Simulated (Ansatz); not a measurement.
## WS₂: two-dimensional strain map

All numbers below come from DFT PBEsol+D3(BJ), scalar-relativistic, plane waves, PAW (Ansatz 0.2.0). Settings: plane waves to 420 eV, k-mesh 12×12×12 (Γ-centred), Gaussian smearing 0.05 eV. Spin–orbit coupling is left out, which matters for the heavy elements here. No spin polarisation. Energies are free energies at this smearing, counted from the undisturbed cell; pressure is positive in compression.

The starting cell (as given, not relaxed at this level; it stands at -4.2 GPa; this form isn't the usual structure):

```yaml
crystal:
  lattice:
    - [1.57900, 0.91164, 6.16333]
    - [-1.57900, 0.91164, 6.16333]
    - [0.00000, -1.82327, 6.16333]
  atoms:
    - { symbol: W, position: [0.00000, 0.00000, 0.00000] }
    - { symbol: S, position: [0.75030, 0.75030, 0.75030] }
    - { symbol: S, position: [0.58100, 0.58100, 0.58100] }
```

The cell is strained by p along both x and y and by q along z, fractional coordinates fixed. Points are written (p, q).

Energy above the undisturbed cell in meV/atom (a dash: not computed):

| p \ q | -0.050 | 0.000 | 0.050 |
| --- | --- | --- | --- |
| -0.050 | 171.4 | 65.1 | 61.1 |
| 0.000 | 24.8 | 0.0 | 59.0 |
| 0.050 | 105.9 | 138.7 | 241.1 |

Pressure in GPa:

| p \ q | -0.050 | 0.000 | 0.050 |
| --- | --- | --- | --- |
| -0.050 | 30.4 | 15.8 | 4.6 |
| 0.000 | 5.6 | -4.2 | -11.6 |
| 0.050 | -9.8 | -16.3 | -21.0 |

Gap on the k-mesh in eV:

```csv
p \ q,-0.050,0.000,0.050
-0.050,0.78,1.09,1.24
0.000,0.41,0.97,1.15
0.050,0.00,0.59,1.06
```

Where the gap reads zero the k-mesh, chosen for the insulator, is on the coarse side.